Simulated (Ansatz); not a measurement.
## ZrC: changing the Hubbard U on Zr d

The structure is hexagonal, space group P6_3/mmc (No. 194). The conventional cell has a = 3.391 Å, b = 3.391 Å, c = 5.290 Å, α = 90.00°, β = 90.00°, γ = 120.00°. Zr (site symmetry -6m2) has 6 C at 2.36 Å as nearest neighbours. C (site symmetry -3m) is surrounded by 6 Zr at 2.36 Å and 2 C at 2.65 Å.

The cell comes from a database or a generator and needn't be the stable form of this composition.

Kept alike: task projected density of states; functional PBEsol; k mesh 9 × 9 × 5; occupations fermi-dirac, width 0.05 eV; no spin polarisation. Program: Ansatz, Ansatz PAW, cutoff 420 eV. The mesh is that of the run's cell of 4 atoms. No spin-orbit coupling.

| run | pressure (GPa) |
| --- | --- |
| A | -2.91 |
| B | -4.25 |
| C | 0.03 |
| D | -7.83 |
| E | -5.51 |
| F | 3.44 |
| G | -6.70 |
| H | -1.49 |

Pressure is positive in compression, with a Pulay correction for the finite cutoff. U acts here on a shell without spin polarisation. For a metal such a mesh leaves the last digits unconverged. How U acts hangs on the program's projectors. All rows use potentials made for PBE. U is the effective U - J on orthogonalised atomic projectors. Double counting: fully localised limit (the default).

Problem. The runs differ in the Hubbard U on Zr d alone: 0; 1; 2; 3; 4; 5; 6; 8 eV. Which run is which?

Solution. Run A is 4 eV; run B is 3 eV; run C is 6 eV; run D is 0 eV; run E is 2 eV; run F is 8 eV; run G is 1 eV; run H is 5 eV. The pressure rises from -7.83 to 3.44 GPa between 0 and 8 eV. U localises the shell and weakens its bonds, so the cell pushes outwards.
